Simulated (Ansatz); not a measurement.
Take a crystal in which O has been replaced by S on all its sites, with the cell rescaled by a rough guess (in some cases also distorted within its space group) and nothing relaxed:

```xyz
2
Lattice="0.0000 2.5442 2.5442 2.5442 0.0000 2.5442 2.5442 2.5442 0.0000" Properties=species:S:1:pos:R:3 pbc="T T T"
Cd    0.0000    0.0000    0.0000
S     2.5442    2.5442    2.5442
```

Theory: DFT PBE, scalar-relativistic, plane waves, PAW (Ansatz 0.2.0).

Settings: cutoff 420 eV, Γ-centred mesh 12×12×12 on the computed 2-atom cell, Gaussian smearing of 0.01 eV; no spin polarisation.

Task: Will this cell want to expand or contract, and how hard?

Result: The pressure is 28.5 GPa (positive in compression), so the cell would expand.

Task: Is it a metal on this mesh?

Result: No: the gap is 0.14 eV, the least direct gap 3.12 eV.

Task: What is its energy against the elements in their standard states?

Result: -0.218 eV/atom at this unrelaxed geometry, with the elements in the same functional.

This rock-salt form isn't the usual stable structure of the compound.